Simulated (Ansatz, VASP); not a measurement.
Two plane-wave programs on AlN

The input INCAR:

```
PREC = Accurate ; ENCUT = 520
EDIFF = 1E-6 ; ISMEAR = 0
SIGMA = 0.05 ; LREAL = F
LASPH = T ; NELM = 80
ALGO = Normal ; ISIF = 2
LWAVE = F ; LCHARG = T
GGA = PE ; LELF = T
LVHAR = T ; NBANDS = 16
```

Contents of KPOINTS:

```
Automatic mesh
0
Gamma
  9 9 6
```

The input POSCAR:

```
AlN
1.0
    3.1478000000      0.0000000000      0.0000000000
   -1.5739000000      2.7260747660      0.0000000000
    0.0000000000      0.0000000000      4.3132000000
Al N
2 2
Direct
    0.3333333333      0.6666666667      0.7500000000
    0.6666666667      0.3333333333      0.2500000000
    0.3333333333      0.6666666667      0.2500000000
    0.6666666667      0.3333333333      0.7500000000
```

Input for Ansatz:

```yaml
crystal:
  lattice:
    - [3.1478, 0.0, 0.0]
    - [-1.5739, 2.726074766, 0.0]
    - [0.0, 0.0, 4.3132]
  atoms:
    - { symbol: Al, position: [0.3333333333, 0.6666666667, 0.75] }
    - { symbol: Al, position: [0.6666666667, 0.3333333333, 0.25] }
    - { symbol: "N", position: [0.3333333333, 0.6666666667, 0.25] }
    - { symbol: "N", position: [0.6666666667, 0.3333333333, 0.75] }
basis:
  ecutwfc: 520.0
kpoints:
  mp_grid: { grid: [9, 9, 6] }
hamiltonian:
  xc: pbe
  pseudopotentials: { kind: paw, azcp: { folder: soft_1 } }
scf:
  occupations: { method: gaussian, width: 0.05 }
output:
  forces: true
  stress: true
  eigenvalues: true
```

Alike in both runs: task single point; functional PBE; k mesh 9 × 9 × 6; occupations gaussian, width 0.05 eV; no spin polarisation.

|  | VASP | Ansatz |
| --- | --- | --- |
| version | VASP 6.6.1 | Ansatz 0.2.0 |
| potentials or method | VASP PAW PBE potentials, release 64 (Al, N) | scalar-relativistic, plane waves, PAW |
| plane-wave cutoff (eV) | 520 | 520 |
| valence electrons in the cell | 16 | 16 |

```csv
,VASP,Ansatz,Ansatz less VASP
gap on the k mesh at the Fermi level (eV),3.68,3.67,-0.016
least direct gap on the mesh (eV),3.68,3.67,-0.016
pressure (GPa),22.7,22.8,+0.13
largest component of the traceless stress (GPa),16.76,16.83,+0.065
```

Caveats: so large a pressure means that the cell lies far from this level's equilibrium, or that cutoff or potentials fall short (VASP). As with any semilocal functional, this PBE gap is likely too small.
